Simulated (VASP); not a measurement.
Set up this calculation in VASP 6.6.1, as the native input.

| Item | Value |
| --- | --- |
| Task | single point |
| Functional | LDA |
| Potentials or basis | VASP PAW LDA potentials, release 64 (O, H, F) |
| Cutoff | 520 eV |
| k mesh | 1 × 1 × 1 |
| Occupations | fermi-dirac, width 0.02 eV |
| Spin | no spin polarisation |
| Dipole correction | no |
| Further INCAR settings | LREAL = Auto; ALGO = Fast; EDIFF = 1e-07; NBANDS = 66 |

The structure of H21O10F lies in POSCAR:

```
H21O10F
1.0
    7.5723370000      0.0000000000      0.0000000000
    0.0000000000      7.5723370000      0.0000000000
    0.0000000000      0.0000000000      7.5723370000
O H F
10 21 1
Direct
    0.4409999185      0.2011796358      0.4342780835
    0.8318303847      0.2007306331      0.9358141351
    0.2367697053      0.7327460466      0.4651008005
    0.2269048512      0.4904958667      0.8968169272
    0.8701805004      0.5926836061      0.4421356313
    1.0544829159      1.0090544042      0.5592857265
    0.2914952148      0.2500152859      1.1285419547
    0.5567633876      0.7217586856      0.3614207873
    0.9127301122      0.5215166731      0.0982655685
    0.0914909096      0.3248534765      0.6233874694
    0.3520445537      0.2011136060      0.5251615188
    0.3823390322      0.2287140681      0.3144207660
    0.8740102296      0.2232864174      0.8210807311
    0.9217894027      0.1428092807      1.0000215257
    0.2199453088      0.6535498882      0.5716465075
    0.3808203465      0.7459916272      0.4295899667
    0.3268211650      0.5670244206      0.8787379643
    0.1731433770      0.4312539180      0.7968345836
    0.9717079417      0.6647617506      0.4451597968
    0.8609231206      0.5538976937      0.3116475138
    0.9299242757      1.0291406735      0.5252671665
    1.1147417237      0.9070515483      0.5003343089
    0.2723993927      0.1504291212      1.0489892354
    0.2539242509      0.3558742829      1.0556582466
    0.6320901988      0.6560194033      0.4441957615
    0.6014391594      0.8394502252      0.3757492568
    1.0261561259      0.4990137127      0.0446361539
    0.8335735718      0.4376588100      0.0403310101
    0.0103798867      0.4045250495      0.5474135660
    0.0693841280      0.1948143618      0.6169297537
    0.5797549686      1.0943781292      0.4613635130
    0.6864063234      1.0074696887      0.4569923394
```

The cell was built by a generator and needn't be a form met in nature.

One way to write it, as run:

INCAR

```
SYSTEM = H21O10F
PREC = Accurate ; ENCUT = 520
EDIFF = 1E-7 ; ISMEAR = -1
SIGMA = 0.02 ; LREAL = Auto
LASPH = .True. ; NELM = 100
ALGO = Fast ; ISIF = 2
LWAVE = .False. ; LCHARG = .False.
GGA = CA ; NBANDS = 66
```

KPOINTS

```
regular mesh
0
Gamma
  1 1 1
  0 0 0
```

Potentials or basis: VASP PAW LDA potentials, release 64 (O, H, F).

Run with:

```sh
$ cat potpaw_LDA.64/O/POTCAR potpaw_LDA.64/H/POTCAR potpaw_LDA.64/F/POTCAR > POTCAR
$ mpirun -np 1 vasp_gam > vasp.out
```

It gave:

```yaml
Pressure: 0.1 GPa
Largest_force: 2.765 eV/Å
Band_gap_on_the_k_mesh: 4.43 eV, direct
```

It took 39 s on 1 thread of Intel(R) Xeon(R) 6975P-C (Granite Rapids), on a shared host, peak memory 0.3 GiB.
